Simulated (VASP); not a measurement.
Consider the following.

```yaml
crystal:
  lattice:
    - [9.99788, -2.13796, -0.03245]
    - [9.99788, 2.13796, -0.03245]
    - [9.55263, 0.00000, 3.64375]
  atoms:
    - { symbol: Sb, position: [0.39903, 0.39903, 0.39903] }
    - { symbol: Sb, position: [0.60097, 0.60097, 0.60097] }
    - { symbol: Te, position: [0.00000, 0.00000, 0.00000] }
    - { symbol: Te, position: [0.21020, 0.21020, 0.21020] }
    - { symbol: Te, position: [0.78980, 0.78980, 0.78980] }
```

Level of theory: PBEsol GGA, VASP's PBE PAW potentials (set 64) (plane waves; VASP). Run with 400 eV cut-off, Gaussian smearing of 0.050 eV, potentials Sb Te.

Without a dispersion term in the relaxation, distances and binding between the weakly bound layers, chains or molecules are unreliable, and so is what depends on them. Unless said otherwise, spin-orbit coupling is left out, though it shifts the bands of the heavy elements here.

Q: Give the energies of bands 5 to 17 at the high-symmetry points, in eV from the valence-band maximum.

A: 
```
band      Γ      T     H2      L     S0      F
----  -----  -----  -----  -----  -----  -----
5     -7.60  -6.77  -9.74  -9.18  -9.75  -8.98
6     -2.36  -3.27  -5.32  -5.93  -5.34  -5.49
7     -2.17  -2.22  -4.88  -3.85  -4.99  -4.89
8     -2.12  -2.22  -4.88  -3.73  -4.76  -4.43
9     -2.12  -1.81  -4.41  -3.66  -4.48  -3.88
10    -2.07  -1.81  -3.91  -3.57  -3.56  -2.82
11    -2.07  -1.52  -3.00  -3.37  -3.37  -2.20
12    -1.22  -1.52  -2.25  -2.75  -2.00  -2.14
13    -1.22  -1.31  -1.19  -1.27  -1.54  -1.95
14     0.00  -0.62  -0.86  -0.52  -0.73  -1.06
15     0.14   0.72   0.98   0.25   0.75   0.46
16     0.20   0.72   1.10   0.64   1.77   1.19
17     0.20   0.75   2.38   2.51   1.88   1.71
```

The gap is indirect, 0.14 eV, from the valence maximum at Γ to the conduction minimum at Γ-S0 at 0.09.

The compound is Sb2Te3 in the tetradymite structure. It was relaxed first.
